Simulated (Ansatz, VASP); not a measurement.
# One calculation of Y, two programs

```xyz
1
Lattice="-1.9076 1.9076 1.9076 1.9076 -1.9076 1.9076 1.9076 1.9076 -1.9076" Properties=species:S:1:pos:R:3 pbc="T T T"
Y     0.0000    0.0000    0.0000
```

Change from the starting cell: volume scaled by 0.84, PAW files.

Alike in both runs: task single point; functional PBE; k mesh 13 × 13 × 13; occupations fermi-dirac, width 0.08 eV; no spin polarisation.

|  | VASP | Ansatz |
| --- | --- | --- |
| version | VASP 6.6.1 | Ansatz 0.2.0 |
| potentials or method | VASP PAW PBE potentials, release 64 (Y_sv) | PAW with Ansatz's default frozen-core files, scalar-relativistic |
| plane-wave cutoff (eV) | 520 | 420 |
| valence electrons in the cell | 11 | 11 |

```tsv
	VASP	Ansatz	Ansatz less VASP
pressure (GPa)	8.5	8.7	+0.19
```
